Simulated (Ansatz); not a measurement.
Relaxed-ion elastic tensor of ZrO$_{2}$ (fluorite, Fm-3m) in GPa (Voigt order), r²SCAN in the plane-wave PAW code Ansatz; density 6.21 g/cm³, 10.99 Å³ per atom.

```tsv
	1	2	3	4	5	6
1	564	103	103	0.0	0.0	0.0
2	103	564	103	0.0	0.0	0.0
3	103	103	564	0.0	0.0	0.0
4	0.0	0.0	0.0	70.2	0.0	0.0
5	0.0	0.0	0.0	0.0	70.2	0.0
6	0.0	0.0	0.0	0.0	0.0	70.2
```

Problem. Is the crystal mechanically stable?

Solution. Yes: the smallest eigenvalue of C is 70.2 GPa.

Problem. Work out the Voigt, Reuss and Hill averages.

Solution. K_V = 257, K_R = 257, K_H = 257; G_V = 134, G_R = 97.2, G_H = 116 GPa.

Problem. Give Young's modulus, Poisson's ratio, Pugh's ratio and the universal anisotropy index.

Solution. E = 9KG/(3K + G) = 302 GPa; ν = 0.30; K/G = 2.22 (ductile by the Pugh limit of 1.75); A_U = 5G_V/G_R + K_V/K_R − 6 = 1.91.

Problem. Estimate the sound speeds and the Debye temperature.

Solution. v_l = √((K + 4G/3)/ρ) = 8140 m/s, v_t = √(G/ρ) = 4320 m/s, mean 4830 m/s; Θ = (h/k)(3n/4πV)^(1/3) v_m = 646 K.

Problem. Give the Zener ratio and Young's modulus along [100], [110] and [111].

Solution. A = 2C44/(C11 − C12) = 0.30; 1/E = S11 − 2(S11 − S12 − S44/2)Γ with Γ = 0, 1/4, 1/3 gives 532, 230, 193 GPa.

Problem. Solve the Christoffel equation for the three sound speeds along [100], [110], [111].

Solution. Eigenvalues of C_ijkl n_j n_l equal ρv². In km/s, slowest first: [100] 3.36, 3.36, 9.53; [110] 3.36, 6.09, 8.07; [111] 5.34, 5.34, 7.52.

This is a known high-temperature phase of the composition, computed here at zero pressure and temperature. The cell was relaxed with r²SCAN under the symmetry of its start. At this level the phase is dynamically unstable (imaginary phonons). No spin polarisation was allowed.

Potentials: the later of the program's two PAW sets.
